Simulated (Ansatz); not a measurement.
**From the elastic tensor of ZrN at 3 GPa (stress–strain coefficients) to moduli and sound speeds**

Level of theory: DFT PBEsol, scalar-relativistic, plane waves, PAW in Ansatz. Cutoff 420 eV, 16×16×16 k-points (Γ-centred), Fermi-Dirac smearing of 0.15 eV. No spin polarisation.

The structure is cubic, space group Fm-3m (No. 225). The conventional cell has a = 4.537 Å, b = 4.537 Å, c = 4.537 Å, α = 90.00°, β = 90.00°, γ = 90.00°. Around Zr (site symmetry m-3m) lie 6 N at 2.27 Å. Around N (site symmetry m-3m) lie 6 Zr at 2.27 Å.

In a metal, frequencies and elastic constants depend on the k mesh and the smearing, soft modes and shear constants most. Spin polarisation was left out, and a magnetic state may lie lower.

Relaxed-ion constants (GPa, on the Cartesian axes of the calculation):
C11 = 612.9, C12 = 115.3, C13 = 115.3, C22 = 612.9, C23 = 115.3, C33 = 612.9, C44 = 128.0, C55 = 128.0, C66 = 128.0 GPa; the others vanish.

Density 7.486 g/cm³; 2 atoms in 23.34 Å³.

The values that follow are for a polycrystal of randomly turned grains, by Hill's mean where one number stands.

| Property | Result |
| --- | --- |
| Bulk modulus, Voigt / Reuss / Hill | 281.2 / 281.2 / 281.2 GPa |
| Shear modulus, Voigt / Reuss / Hill | 176.3 / 158.9 / 167.6 GPa |
| Young's modulus | 419 GPa |
| Poisson ratio | 0.251 |
| Pugh ratio B/G | 1.68 |
| Universal anisotropy index | 0.55 |
| Longitudinal and transverse sound speeds | 8210 and 4731 m/s |
| Debye temperature from the mean sound speed | 690 K |

Cost: 1 run of about 0.5 core-minutes, on AMD EPYC 9R45 (Zen 5) (shared hosts).

Under this compression ZrN is much stiffer against strain along the cube axes than against shear between them: C11 is 612.9 GPa, C44 only 128.0 GPa. The rocksalt geometry explains this. Zr d–N p σ bonds run along the cube axes, so axial and tetragonal strains stretch or compress them directly, whereas the C44 shear mainly bends bond angles. The extra valence electron relative to ZrC occupies metal d states, which probably weakens resistance to this shear further.

C12 lies below C44, although for central forces under pressure it should lie above it, which points to angular, partly covalent forces alongside the metallic bonding. The Pugh ratio of 1.68 is close to the customary brittle–ductile divide and doesn't settle how the nitride fails, which also depends on dislocations and grain boundaries. The constants satisfy the cubic criteria for stability against homogeneous strain at this pressure, but say nothing about phonons at finite wavevector. Nitrogen vacancies, common in real ZrN, would alter the moduli of actual samples.
